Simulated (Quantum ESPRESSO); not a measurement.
# Na: phonon spectrum and thermodynamics under several settings

```
CELL_PARAMETERS angstrom
-2.14100 2.14100 2.14100
2.14100 -2.14100 2.14100
2.14100 2.14100 -2.14100
ATOMIC_POSITIONS crystal
Na 0.00000 0.00000 0.00000
```

All runs used Quantum ESPRESSO 7.5; k mesh 10 × 10 × 10; relaxed cell; no spin polarisation; cutoff 612 eV; occupations cold, width 0.2 eV; q mesh 2 × 2 × 2.

| level | potentials | volume (Å³/atom) | highest frequency (cm⁻¹) | zero-point energy (meV/atom) | entropy at room temperature (k_B/atom) |
| --- | --- | --- | --- | --- | --- |
| LDA | GBRV 1.5 LDA | 33.22 | 136 | 16.7 | 5.78 |
| PBE | GBRV 1.5 PBE | ? | ? | ? | ? |
| PBEsol | GBRV 1.5 PBEsol | 36.21 | 130 | 15.8 | 5.96 |

Task: What stands in the row left open?

Result: Volume 36.91 Å³/atom; highest frequency 128 cm⁻¹; zero-point energy 15.8 meV/atom; entropy at room temperature 5.94 k_B/atom.

Caveats: the volume moved by over 15 % at a fixed basis, so the end points are rough (some runs).

For the row left open. Caveat: the q mesh is small, so phonon branches between its points and thermal values are rough.
